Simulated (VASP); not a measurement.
Set up this calculation in VASP 6.6.1, as the native input.

```yaml
Task: band structure
Functional: HF
Potentials_or_basis: VASP PAW PBE potentials, release 64 (In_d, As)
Cutoff: 520 eV
k_mesh: 4 × 4 × 4
Occupations: fermi-dirac, width 0.05 eV
Spin: no spin polarisation
Grid_for_exact_exchange_PRECFOCK: Fast
Exchange_at_q_=_0: default
Further_INCAR_settings: ALGO = Normal; EDIFF = 1e-06
```

InAs:

```
In As
1.0
     0.00000    3.01800    3.01800
     3.01800    0.00000    3.01800
     3.01800    3.01800    0.00000
In As
1 1
Direct
  0.00000 0.00000 0.00000
  0.75000 0.75000 0.75000
```

The input as run:

POSCAR

```
InAs
1.0
    0.0000000000      3.0180000000      3.0180000000
    3.0180000000      0.0000000000      3.0180000000
    3.0180000000      3.0180000000      0.0000000000
In As
1 1
Direct
    0.0000000000      0.0000000000      0.0000000000
    0.7500000000      0.7500000000      0.7500000000
```

INCAR.step1

```
SYSTEM = InAs
ALGO = Normal
EDIFF = 1E-5
ENCUT = 520
GGA = PE
ISIF = 2
ISMEAR = -1
LASPH = .True.
LCHARG = .False.
LREAL = .False.
LWAVE = .True.
NELM = 100
PREC = Accurate
SIGMA = 0.05
```

INCAR.step2

```
SYSTEM = InAs
AEXX = 1.0
AGGAC = 0.0
ALDAC = 0.0
ALGO = Normal
EDIFF = 1E-6
ENCUT = 520
GGA = PE
ISIF = 2
ISMEAR = -1
ISTART = 1
LASPH = .True.
LCHARG = .False.
LHFCALC = .True.
LREAL = .False.
LWAVE = .False.
NELM = 100
PREC = Accurate
PRECFOCK = Fast
SIGMA = 0.05
```

KPOINTS

```
k-points
0
Gamma
  4 4 4
  0 0 0
```

KPOINTS_OPT

```
path GXWKGLUWLK,UX
10
line-mode
reciprocal
 0.0000000000  0.0000000000  0.0000000000  G
 0.5000000000  0.0000000000  0.5000000000  X

 0.5000000000  0.0000000000  0.5000000000  X
 0.5000000000  0.2500000000  0.7500000000  W

 0.5000000000  0.2500000000  0.7500000000  W
 0.3750000000  0.3750000000  0.7500000000  K

 0.3750000000  0.3750000000  0.7500000000  K
 0.0000000000  0.0000000000  0.0000000000  G

 0.0000000000  0.0000000000  0.0000000000  G
 0.5000000000  0.5000000000  0.5000000000  L

 0.5000000000  0.5000000000  0.5000000000  L
 0.6250000000  0.2500000000  0.6250000000  U

 0.6250000000  0.2500000000  0.6250000000  U
 0.5000000000  0.2500000000  0.7500000000  W

 0.5000000000  0.2500000000  0.7500000000  W
 0.5000000000  0.5000000000  0.5000000000  L

 0.5000000000  0.5000000000  0.5000000000  L
 0.3750000000  0.3750000000  0.7500000000  K

 0.6250000000  0.2500000000  0.6250000000  U
 0.5000000000  0.0000000000  0.5000000000  X
```

Potentials or basis: VASP PAW PBE potentials, release 64 (In_d, As).

Command:

```console
$ cat potpaw_PBE.64/In_d/POTCAR potpaw_PBE.64/As/POTCAR > POTCAR
$ cp INCAR.step1 INCAR
$ mpirun -np 1 vasp_std > vasp.out
$ cp INCAR.step2 INCAR
$ mpirun -np 1 vasp_std > vasp.out
```

It gave:

```json
{
  "Pressure": "3.9 GPa"
}
```

Caveat: the k mesh is coarse (spacing up to 0.45 Å⁻¹), so the values aren't converged, least of all with exact exchange; an unscreened hybrid on a path of extra k points without a Coulomb cutoff has errors near the mesh points, so the bands along the path aren't reliable; the PAW data sets were made with another functional, which shifts forces and pressure a little.

Wall time 27 min on 1 thread of AMD EPYC 7R13 Processor (Zen 3) (shared host), peak memory 0.22 GiB.
